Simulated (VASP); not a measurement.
**LiH (strained rocksalt), r²SCAN single-point calculation: VASP's output and Ansatz's**

POSCAR

```
Li H
 1.0000000000000000
     0.0066766495000000    2.0096714906000002    2.0096714906000002
     2.0096714906000002    0.0066766495000000    2.0096714906000002
     2.0096714906000002    2.0096714906000002    0.0066766495000000
 Li  H
   1   1
Cartesian
  0.0000000000000000  0.0000000000000000  0.0000000000000000
  2.0130098153500002  2.0130098153500002  2.0130098153500002
```

VASP ran with the recommended PBE PAW datasets (4 valence electrons in the cell).

From OUTCAR

```
k-points           NKPTS =    116   k-points in BZ     NKDIM =    116   number of bands    NBANDS=      9

   NELECT =       4.0000    total number of electrons

   dimension x,y,z NGX =    24 NGY =   24 NGZ =   24
   dimension x,y,z NGXF=    48 NGYF=   48 NGZF=   48

  energy-cutoff  :      520.00
  volume of cell :       16.15
      direct lattice vectors                 reciprocal lattice vectors
     0.006676650  2.009671491  2.009671491    -0.250040178  0.249212231  0.249212231
     2.009671491  0.006676650  2.009671491     0.249212231 -0.250040178  0.249212231
     2.009671491  2.009671491  0.006676650     0.249212231  0.249212231 -0.250040178

 k-points in reciprocal lattice and weights: KPOINTS created by Atomic Simulation Env
   0.00000000  0.00000000  0.00000000       0.001
   0.10000000  0.00000000 -0.00000000       0.006
   0.20000000  0.00000000 -0.00000000       0.006
   0.30000000 -0.00000000 -0.00000000       0.006
   0.40000000 -0.00000000 -0.00000000       0.006
   0.50000000  0.00000000  0.00000000       0.003
   0.10000000  0.10000000 -0.00000000       0.006
   0.20000000  0.10000000 -0.00000000       0.012
   ...

 E-fermi :  -0.0319

 k-point     1 :       0.0000    0.0000    0.0000
  band No.  band energies     occupation
      1     -45.9367      2.00000
      2      -5.6353      2.00000
      3      17.3960      0.00000
      4      19.0543      0.00000
      5      19.2175      0.00000
      6      19.2175      0.00000
      7      23.4637      0.00000
      8      23.6457      0.00000
      9      23.6457      0.00000

 k-point     2 :       0.1000    0.0000   -0.0000
  band No.  band energies     occupation
      1     -45.9326      2.00000
      2      -5.4548      2.00000
      3      15.6611      0.00000
      4      18.1520      0.00000
      5      18.6234      0.00000
      6      18.7583      0.00000
      7      23.3507      0.00000
      8      24.4619      0.00000
      9      24.6297      0.00000

 k-point     3 :       0.2000    0.0000   -0.0000
  band No.  band energies     occupation
      1     -45.9215      2.00000
      2      -4.9282      2.00000
      3      12.1523      0.00000
      4      16.8005      0.00000
      5      17.9525      0.00000
      6      18.0679      0.00000
      7      24.3170      0.00000
      8      24.3503      0.00000
      9      24.3821      0.00000

 k-point     4 :       0.3000   -0.0000   -0.0000
  band No.  band energies     occupation
      1     -45.9078      2.00000
      2      -4.1221      2.00000
      3       8.8613      0.00000
      4      15.6735      0.00000
      5      17.5999      0.00000
      6      17.6955      0.00000
      7      22.0032      0.00000
      8      22.0503      0.00000
      9      26.0781      0.00000

 k-point     5 :       0.4000   -0.0000   -0.0000
  band No.  band energies     occupation
      1     -45.8966      2.00000
      2      -3.2483      2.00000
      3       6.4318      0.00000
      4      14.9396      0.00000
      5      17.6654      0.00000
      6      17.7385      0.00000
      7      20.2763      0.00000
      8      20.3457      0.00000
      9      28.0256      0.00000

 k-point     6 :       0.5000    0.0000    0.0000
  band No.  band energies     occupation
      1     -45.8924      2.00000
      2      -2.8180      2.00000
      3       5.4750      0.00000
      4      14.6860      0.00000
      5      17.8749      0.00000
      6      17.9286      0.00000
      7      19.5082      0.00000
      8      19.5971      0.00000
      9      29.1325      0.00000

 k-point     7 :       0.1000    0.1000   -0.0000
  band No.  band energies     occupation
      1     -45.9313      2.00000
      2      -5.3924      2.00000
      3      15.8936      0.00000
      4      17.2518      0.00000
      5      17.3640      0.00000
      6      20.2275      0.00000
      7      20.9325      0.00000
      8      26.0680      0.00000
      9      26.1725      0.00000

 k-point     8 :       0.2000    0.1000   -0.0000
  band No.  band energies     occupation
      1     -45.9226      2.00000
      2      -4.9720      2.00000
      3      13.3000      0.00000
      4      15.8978      0.00000
      5      16.1772      0.00000
      6      19.9737      0.00000
      7      21.3878      0.00000
      8      24.4176      0.00000
      9      27.6225      0.00000

 k-point     9 :       0.3000    0.1000   -0.0000
  band No.  band energies     occupation
      1     -45.9097      2.00000
      2      -4.2359      2.00000
      3       9.9227      0.00000
      4      14.5839      0.00000
      5      15.5758      0.00000
      6      19.1269      0.00000
      7      22.7644      0.00000
      8      23.7197      0.00000
      9      25.4361      0.00000

 ...

  Total       -0.0693131     -0.0693131     -0.0693131     -0.0139739     -0.0139739     -0.0139739
  in kB       -6.8752832     -6.8752832     -6.8752832     -1.3860913     -1.3860913     -1.3860913
  external PRESSURE =      -6.8752832 kB  Pullay stress =       0.0000000 kB

 POSITION                                       TOTAL-FORCE (eV/Angst)
 -----------------------------------------------------------------------------------
      0.00000      0.00000      0.00000         0.000000     -0.000000      0.000000
      2.01301      2.01301      2.01301        -0.000000      0.000000     -0.000000
 -----------------------------------------------------------------------------------
    total drift:                                0.000000     -0.000000     -0.000000

  FREE ENERGIE OF THE ION-ELECTRON SYSTEM (eV)
  ---------------------------------------------------
  free  energy   TOTEN  =        -6.8173657892 eV

  energy  without entropy=       -6.8173657892  energy(sigma->0) =       -6.81736579
```

The two codes use different PAW datasets and cutoffs. VASP's cell holds 4 valence electrons and Ansatz's 4. Ansatz's stress includes a Pulay correction; VASP's doesn't.

**Question.** What does Ansatz give for the same cell and level of theory?

**Answer.** gap between bands v and c 3.63 eV; least direct gap 3.63 eV; pressure -0.2 GPa.

Ansatz printed

```
SCF 1 converged in 6 iterations: F = -222.016033 eV  dr2 = 2.79e-9
  greatest PAW one-centre occupation: 0.999 electrons in one spin orbital (limit 2), on the Li atom at site 0 (counted from 0), in its partial waves of l = 0
NSCF: frozen V_eff on 7 k-points
SCF converged after 6 iterations
Free energy (F): -222.016033 eV
Harris-Foulkes:  -222.016033 eV  (|F-HF|=6.27e-10)
Internal energy: -222.016033 eV  (E = F + TS)
E sigma→0 (E₀):  -222.016033 eV
Fermi energy:    0.426230 eV
--- Per-component energies (eV) ---
  E_band       = -94.007355
  E_kinetic    = 36.251681
  E_local      = -125.020477  (includes V_loc(G=0)·N_el)
  E_nonlocal   = -31.772867
  E_hartree    = 34.991688
  E_xc         = -20.099935
  E_vxc        = -28.188734  (∫ρ·V_xc dr)
  E_paw        = -22.368653  (= ΣΔE_a)
  E_vpaw       = -16.652233  (= ΣTr[D̂ρ^β])
  E_aug_tail   = -0.000542  (compensation charges beyond the density's cutoff)
  E_vtau       = 1.392442  (kinetic-family band-sum trace: ∫τ·v_τ [+ j·A + Jᵃ·Aᵃ] dr)
  E_ewald      = -93.996927
  E_smearing   = -0.000000  (= −TS)
  E_closure    = -0.000000  (closes the sum)
  Σ components = -222.016033   (vs F -222.016033, Δ=0.00e0)
--- Forces (eV/Å), atoms counted from 1 ---
  atom   1  Li     0.00000000     0.00000000     0.00000000
  atom   2  H      0.00000000    -0.00000000     0.00000000
  max |Σ_I F_I| component: 2.63e-31 eV/Å
--- Stress (GPa, compression-positive) ---
       -0.194003      -0.171872      -0.171872
       -0.171872      -0.194003      -0.171872
       -0.171872      -0.171872      -0.194003
  P = ⅓ Tr σ = -0.1940 GPa (-1.940 kbar)
--- Band table (eV; the first three rows and the last of 116) ---
  k-point 0: bands = ["-45.1570", "-5.0881", "17.8987", "19.4742", "19.6307", "19.6307"]
  k-point 1: bands = ["-45.1528", "-4.9016", "16.1855", "18.6828", "19.0852", "19.2150"]
  k-point 2: bands = ["-45.1416", "-4.3569", "12.7040", "17.3701", "18.4526", "18.5634"]
  k-point 115: bands = ["-45.1133", "-2.2021", "5.9146", "15.3817", "18.4356", "18.4356"]
```
